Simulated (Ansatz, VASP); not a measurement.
# KI in VASP and in Ansatz

```
K I
1.0
     4.38295    0.00000    0.00000
     0.00000    4.38295    0.00000
     0.00000    0.00000    4.38295
K I
1 1
Direct
  0.00000 0.00000 0.00000
  0.50000 0.50000 0.50000
```

Alike in both runs: task single point; functional PBE; k mesh 6 × 6 × 6; no spin polarisation.

|  | VASP | Ansatz |
| --- | --- | --- |
| version | VASP 6.6.1 | Ansatz 0.2.0 |
| potentials or method | VASP PAW PBE potentials, release 64 (K_sv, I) | plane waves, PAW |
| plane-wave cutoff (eV) | 520 | 420 |
| occupations | gaussian, width 0.01 eV | fixed |
| valence electrons in the cell | 16 | 26 |

```csv
,VASP,Ansatz,Ansatz less VASP
gap on the k mesh at the Fermi level (eV),3.18,3.18,+0.003
pressure (GPa),-0.3,-0.3,-0.03
```

The two sets of potentials don't hold the same shells in valence.

Caveats: spin-orbit coupling is left out, which moves the levels of the heavy elements. As with any semilocal functional, this PBE gap is likely too small. A k mesh can miss the band edges.
